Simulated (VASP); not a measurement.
Si2W:

```
W Si
1.0
     4.61685    0.00000    0.00000
    -2.30843    3.99831    0.00000
     0.00000    0.00000    6.65322
W Si
3 6
Direct
  0.50000 0.00000 0.50000
  0.50000 0.50000 0.83333
  0.00000 0.50000 0.16667
  0.32725 0.16363 0.16667
  0.83637 0.16363 0.83333
  0.16363 0.32725 0.50000
  0.67275 0.83637 0.16667
  0.16363 0.83637 0.83333
  0.83637 0.67275 0.50000
```

Measurements of this composition are mostly on another form, of space group No. 139.

* Program: VASP 6.6.1
* Task: relaxation of cell and atoms
* Functional: PBEsol
* Potentials or basis: VASP PAW PBE potentials, release 64 (W_sv, Si)
* Cutoff: 600 eV
* k mesh: 6 × 6 × 4
* Occupations: gaussian, width 0.02 eV
* Spin: no spin polarisation

At the start: pressure -5.3 GPa; volume 13.65 Å³/atom.

Problem. Where does the relaxation end?

Solution. Over 6 steps the energy falls by 5.4 meV/atom and the volume is 13.32 Å³/atom (-2.4 %); space group P6_222 (No. 180, to 0.05 Å).

The path:
| step | energy change (eV) | largest force (eV/Å) | pressure (GPa) | volume (Å³) |
| --- | --- | --- | --- | --- |
| 1 | 0.0000 | 0.0342 | -5.30 | 122.82 |
| 2 | 0.1143 | 0.0381 | 10.93 | 114.97 |
| 3 | -0.0487 | 0.0101 | -0.07 | 119.97 |
| 4 | -0.0487 | 0.0096 | 0.05 | 119.92 |
| 5 | -0.0489 | 0.0041 | 0.05 | 119.91 |
| 6 | -0.0489 | 0.0036 | 0.05 | 119.91 |

Final structure:
```
CELL_PARAMETERS angstrom
4.57785 0.00000 0.00000
-2.28893 3.96454 0.00000
0.00000 0.00000 6.60685
ATOMIC_POSITIONS crystal
W 0.50000 0.00000 0.50000
W 0.50000 0.50000 0.83333
W 0.00000 0.50000 0.16667
Si 0.32751 0.16375 0.16667
Si 0.83625 0.16375 0.83333
Si 0.16375 0.32751 0.50000
Si 0.67249 0.83625 0.16667
Si 0.16375 0.83625 0.83333
Si 0.83625 0.67249 0.50000
```

Caveat: the PAW data sets were made with another functional, which shifts forces and pressure a little.
